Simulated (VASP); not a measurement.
# Sb (Pm-3m) in VASP: single point with LDA

Aim: the single point of Sb with LDA.

Program: VASP 6.6.1. These are calculated values, not measurements. Logs are shortened: lines on timing, memory, paths and dates and some standing lists are left out, and cuts for length are marked.

**1. Starting point**

Symmetry: Pm-3m, No. 221, cubic system. The conventional cell has a = 3.160 Å, b = 3.160 Å, c = 3.160 Å, α = 90.00°, β = 90.00°, γ = 90.00°. Sb (site symmetry m-3m) has 6 Sb at 3.16 Å as nearest neighbours.

This isn't the form of Sb at room conditions, which is rhombohedral.

**2. Single point, LDA**

Input file INCAR:

```
SYSTEM = Sb
PREC = Accurate ; ENCUT = 520
EDIFF = 1E-6 ; ISMEAR = 1
SIGMA = 0.1 ; LREAL = .False.
LASPH = .True. ; NELM = 100
ALGO = Normal ; ISIF = 2
LWAVE = .False. ; LCHARG = .False.
GGA = CA ; NBANDS = 8
```

Input file KPOINTS:

```
regular mesh
0
Gamma
  7 7 7
  0 0 0
```

Input file POSCAR:

```
Sb
1.0
    3.1600000000      0.0000000000      0.0000000000
    0.0000000000      3.1600000000      0.0000000000
    0.0000000000      0.0000000000      3.1600000000
Sb
1
Direct
    0.0000000000      0.0000000000      0.0000000000
```

Potentials or basis: VASP PAW LDA potentials, release 64 (Sb).

Launch:

```sh
cat potpaw_LDA.64/Sb/POTCAR > POTCAR
mpirun -np 1 vasp_std > vasp.out
```

OUTCAR:

```text
SYSTEM = Sb
   PREC = Accurate
   ENCUT = 520
   EDIFF = 1E-6
   ISMEAR = 1
   LREAL = .False.
   LASPH = .True.
   NELM = 100
   ISIF = 2
   GGA = CA

 ion  position               nearest neighbor table
   1  0.000  0.000  0.000-

  LATTYP: Found a simple cubic cell.
 ALAT       =     3.1600000000

  Lattice vectors:

 A1 = (   3.1600000000,   0.0000000000,   0.0000000000)
 A2 = (   0.0000000000,   3.1600000000,   0.0000000000)
 A3 = (   0.0000000000,   0.0000000000,   3.1600000000)

Analysis of symmetry for initial positions (statically):
=====================================================================
 Subroutine PRICEL returns:
 Original cell was already a primitive cell.

 Routine SETGRP: Setting up the symmetry group for a
 simple cubic supercell.

 Subroutine GETGRP returns: Found 48 space group operations
 (whereof 48 operations were pure point group operations)
 out of a pool of 48 trial point group operations.

The static configuration has the point symmetry O_h .

Analysis of symmetry for dynamics (positions and initial velocities):
=====================================================================
 Subroutine PRICEL returns:
 Original cell was already a primitive cell.

 Routine SETGRP: Setting up the symmetry group for a
 simple cubic supercell.

 Subroutine GETGRP returns: Found 48 space group operations
 (whereof 48 operations were pure point group operations)
 out of a pool of 48 trial point group operations.

The dynamic configuration has the point symmetry O_h .

 Subroutine INISYM returns: Found 48 space group operations
 (whereof 48 operations are pure point group operations),
 and found     1 'primitive' translations

----------------------------------------------------------------------------------------

                                     Primitive cell

  volume of cell :      31.5545

  direct lattice vectors                    reciprocal lattice vectors
     3.160000000  0.000000000  0.000000000     0.316455696  0.000000000  0.000000000
     0.000000000  3.160000000  0.000000000     0.000000000  0.316455696  0.000000000
     0.000000000  0.000000000  3.160000000     0.000000000  0.000000000  0.316455696

  length of vectors
     3.160000000  3.160000000  3.160000000     0.316455696  0.316455696  0.316455696

  position of ions in fractional coordinates (direct lattice)
     0.000000000  0.000000000  0.000000000

  ion indices of the primitive-cell ions
   primitive index   ion index
                 1           1

----------------------------------------------------------------------------------------

 KPOINTS: regular mesh

Automatic generation of k-mesh.
 Grid dimensions read from file:
 generate k-points for:    7    7    7

 Generating k-lattice:

  Cartesian coordinates                     Fractional coordinates (reciprocal lattice)
     0.045207957  0.000000000  0.000000000     0.142857143  0.000000000  0.000000000
     0.000000000  0.045207957  0.000000000     0.000000000  0.142857143  0.000000000
     0.000000000  0.000000000  0.045207957     0.000000000  0.000000000  0.142857143

  Length of vectors
     0.045207957  0.045207957  0.045207957

  Shift w.r.t. Gamma in fractional coordinates (k-lattice)
     0.000000000  0.000000000  0.000000000

 Subroutine IBZKPT returns following result:
 ===========================================

 Found     20 irreducible k-points:

 Following reciprocal coordinates:
            Coordinates               Weight
  0.000000  0.000000  0.000000      1.000000
  0.142857  0.000000  0.000000      6.000000
  0.285714  0.000000  0.000000      6.000000
  0.428571  0.000000  0.000000      6.000000
  0.142857  0.142857  0.000000     12.000000
  0.285714  0.142857  0.000000     24.000000
[... 12 lines left out ...]
  0.428571  0.428571  0.285714     24.000000
  0.428571  0.428571  0.428571      8.000000
   k-points           NKPTS =     20   k-points in BZ     NKDIM =     20   number of bands    NBANDS=      8
   number of dos      NEDOS =    301   number of ions     NIONS =      1
   total plane-waves  NPLWV =  13824
   dimension x,y,z NGX =    24 NGY =   24 NGZ =   24
   dimension x,y,z NGXF=    48 NGYF=   48 NGZF=   48
   ions per type =               1
   NGX,Y,Z   is equivalent  to a cutoff of  12.63, 12.63, 12.63 a.u.
   NGXF,Y,Z  is equivalent  to a cutoff of  25.25, 25.25, 25.25 a.u.
 SYSTEM =  Sb
   PREC   = accura    normal or accurate (medium, high low for compatibility)
   ISTART =      0    job   : 0-new  1-cont  2-samecut
   ICHARG =      2    charge: 1-file 2-atom 10-const
   ISPIN  =      1    spin polarized calculation?
   LNONCOLLINEAR =      F non collinear calculations
   LSORBIT =      F    spin-orbit coupling
   LASPH  =      T    aspherical Exc in radial PAW
   ENCUT  =  520.0 eV  38.22 Ry    6.18 a.u.   5.88  5.88  5.88*2*pi/ulx,y,z
   NELM   =    100;   NELMIN=  2; NELMDL= -5     # of ELM steps
   EDIFF  = 0.1E-05   stopping-criterion for ELM
   LREAL  =      F    real-space projection
   EDIFFG = 0.1E-04   stopping-criterion for IOM
   NSW    =      0    number of steps for IOM
   IBRION =     -1    ionic relax: 0-MD 1-quasi-New 2-CG
   NFREE  =      0    steps in history (QN), initial steepest desc. (CG)
   ISIF   =      2    stress and relaxation
   ISYM   =      2    0-nonsym 1-usesym 2-fastsym
   POTIM  = 0.5000    time-step for ionic-motion
   TEBEG  =    0.0;   TEEND  =   0.0 temperature during run
   PSTRESS=    0.0 pullay stress
   NELECT =       5.0000    total number of electrons
   NUPDOWN=      -1.0000    fix difference up-down
   EMIN   =  10.00;   EMAX   =-10.00  energy-range for DOS
   EFERMI =   0.00;   METHOD = LEGACY
   ISMEAR =     1;   SIGMA  =   0.10  broadening in eV -4-tet -1-fermi 0-gaus
   EFERMI_NEDOS =   21; number of points for ismear=-14 and -15
   IALGO  =     38    algorithm
   IMIX   =      4    mixing-type and parameters
     AMIX     =   0.40;   BMIX     =  1.00
     AMIX_MAG =   1.60;   BMIX_MAG =  1.00
  volume/ion in A,a.u.               =      31.55       212.94
  Fermi-wavevector in a.u.,A,eV,Ry     =   0.885886  1.674081 10.677766  0.784794
  Thomas-Fermi vector in A             =   2.006979
   LORBIT       =      0    0 simple, 1 ext, 2 COOP (PROOUT), +10 PAW based schemes
   GGA     = CA    functional components
   LHFCALC =     F    Hartree Fock is set to
   AEXX    =    0.0000 exact exchange contribution
   IVDW    =     0    specifies the selected vdW correction
   LEPSILON=     F    determine dielectric tensor
   LRPA    =     F    only Hartree local field effects (RPA)
 non-spin polarized calculation
 Methfessel and Paxton  Order N= 1 SIGMA  =   0.10
  energy-cutoff  :      520.00
  volume of cell :       31.55
 maximum number of plane-waves:       870
 NGX is ok and might be reduce to    24
   NGX = 11   NGY = 11   NGZ = 11

 number of electron       5.0000001 magnetization

 Free energy of the ion-electron system (eV)
  ---------------------------------------------------
  ext. energy  EPLUGINS =         0.00000000
  ---------------------------------------------------
  free energy    TOTEN  =        -4.75297164 eV

  energy without entropy =       -4.75202209  energy(sigma->0) =       -4.75265512

 E-fermi :   6.1740     XC(G=0):  -9.5712

 val. band max:        6.1624826370   @ k =   0.2857   0.2857   0.2857
 cond. band min:       6.2357787243   @ k =   0.4286   0.2857   0.2857
 fundamental gap:      0.0732960873
 Fermi energy:         6.1739640740

 k-point     1 :       0.0000    0.0000    0.0000
  band No.  band energies     occupation
      1      -5.6902      2.00000
      2       9.3807      0.00000
      3       9.3807      0.00000
      4       9.3807      0.00000
      5      13.1471      0.00000
      6      13.1471      0.00000
      7      14.1464      0.00000
      8      22.5580      0.00000

 k-point     2 :       0.1429    0.0000    0.0000
  band No.  band energies     occupation
      1      -5.4150      2.00000
      2       6.9086     -0.00000
      3       9.6433      0.00000
      4       9.6433      0.00000
      5      13.3674      0.00000
      6      13.9793      0.00000
      7      16.3786      0.00000
      8      21.1560      0.00000

 k-point     3 :       0.2857    0.0000    0.0000
  band No.  band energies     occupation
      1      -4.6392      2.00000
      2       3.7201      2.00000
      3      10.3342      0.00000
      4      10.3342      0.00000
      5      14.0002      0.00000
      6      14.7845      0.00000
      7      19.0692      0.00000
      8      19.0692      0.00000

 k-point     4 :       0.4286    0.0000    0.0000
  band No.  band energies     occupation
      1      -3.6844      2.00000
      2       1.4777      2.00000
      3      11.0578      0.00000
      4      11.0578      0.00000
      5      14.8352      0.00000
      6      16.0779      0.00000
      7      17.5747      0.00000
      8      17.5747      0.00000

 k-point     5 :       0.1429    0.1429    0.0000
  band No.  band energies     occupation
      1      -5.1396      2.00000
      2       7.0763     -0.00000
      3       7.2772     -0.00000
      4       9.9064      0.00000
      5      13.8787      0.00000
      6      16.1997      0.00000
      7      16.7124      0.00000
      8      19.1609      0.00000
[... 133 lines left out ...]
 k-point    18 :       0.4286    0.2857    0.2857
  band No.  band energies     occupation
      1      -1.5345      2.00000
      2       3.4158      2.00000
      3       6.2358      0.14402
      4       6.8856     -0.00000
      5      11.8034      0.00000
      6      12.6590      0.00000
      7      15.1161      0.00000
      8      18.8397      0.00000

 k-point    19 :       0.4286    0.4286    0.2857
  band No.  band energies     occupation
      1      -0.5109      2.00000
      2       4.1272      2.00000
      3       4.2694      2.00000
      4       7.3952     -0.00000
      5      10.2952      0.00000
      6      13.2089      0.00000
      7      13.3748      0.00000
      8      16.8106      0.00000

 k-point    20 :       0.4286    0.4286    0.4286
  band No.  band energies     occupation
      1       0.5699      2.00000
      2       4.8462      2.00000
      3       4.8462      2.00000
      4       5.1923      2.00000
      5      11.1313      0.00000
      6      11.6112      0.00000
      7      11.6112      0.00000
      8      14.6420      0.00000

------------------------ aborting loop because EDIFF is reached ----------------------------------------

  FORCE on cell =-STRESS in cart. coord.  units (eV):
  Direction    XX          YY          ZZ          XY          YZ          ZX
  --------------------------------------------------------------------------------------
  -------------------------------------------------------------------------------------
  Total       -1.1215675     -1.1215675     -1.1215675     -0.0000000     -0.0000000      0.0000000
  in kB      -56.9475125    -56.9475125    -56.9475125     -0.0000000     -0.0000000      0.0000000
  external PRESSURE =     -56.9475125 kB  Pullay stress =       0.0000000 kB

 VOLUME and BASIS-vectors are now :
 -----------------------------------------------------------------------------
  energy-cutoff  :      520.00
  volume of cell :       31.55
      direct lattice vectors                 reciprocal lattice vectors
     3.160000000  0.000000000  0.000000000     0.316455696  0.000000000  0.000000000
     0.000000000  3.160000000  0.000000000     0.000000000  0.316455696  0.000000000
     0.000000000  0.000000000  3.160000000     0.000000000  0.000000000  0.316455696

 POSITION                                       TOTAL-FORCE (eV/Angst)
 -----------------------------------------------------------------------------------
      0.00000      0.00000      0.00000         0.000000      0.000000      0.000000
 -----------------------------------------------------------------------------------
    total drift:                                0.000000      0.000000     -0.000000

  FREE ENERGIE OF THE ION-ELECTRON SYSTEM (eV)
  ---------------------------------------------------
  free  energy   TOTEN  =        -4.7529716410 eV

  energy  without entropy=       -4.7520220891  energy(sigma->0) =       -4.75265512
```

Run time: 1.9 s. Hardware: 1 thread of AMD EPYC 9R45 (Zen 5), shared host; peak memory 0.09 GiB.

Results:

- Free energy: -4.7530 eV
- Pressure: -5.7 GPa
- Band gap on the k mesh: none (metal or under the smearing width)

Levels at points of the mesh, in eV from the Fermi level:
| k point | band 1 | band 2 | band 3 | band 4 | band 5 |
| --- | --- | --- | --- | --- | --- |
| (0.00, 0.00, 0.00) | -11.86 | 3.21 | 3.21 | 3.21 | 6.97 |
